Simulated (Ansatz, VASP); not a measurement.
# One calculation of MgO, two programs

```
CELL_PARAMETERS angstrom
2.93802 0.00000 0.00000
-1.46901 2.54440 0.00000
0.00000 0.00000 2.67968
ATOMIC_POSITIONS crystal
Mg 0.00000 0.00000 0.96268
O 0.33333 0.66667 0.50000
```

Alike in both runs: task single point; functional PBEsol; k mesh 9 × 9 × 8; occupations gaussian, width 0.05 eV; no spin polarisation.

|  | VASP | Ansatz |
| --- | --- | --- |
| version | VASP 6.6.1 | Ansatz 0.2.0 |
| potentials or method | VASP PAW PBE potentials, release 64 (Mg, O) | scalar-relativistic, plane waves, PAW |
| plane-wave cutoff (eV) | 520 | 420 |
| valence electrons in the cell | 8 | 16 |

```csv
,VASP,Ansatz,Ansatz less VASP
gap on the k mesh at the Fermi level (eV),2.91,2.91,+0.002
least direct gap on the mesh (eV),3.33,3.33,0.000
pressure (GPa),-3.5,-3.0,+0.45
largest component of the traceless stress (GPa),0.01,0.06,+0.046
rms of the force components (eV/Å),0.198,0.194,-0.0032
```

Atom by atom the forces differ by 0.003 eV/Å (rms over components). The two sets of potentials don't hold the same shells in valence.

Caveats: the PAW data sets were made with another functional, which shifts forces and pressure a little (VASP); an odd mesh through Γ misses points on the zone boundary, where band edges often lie.
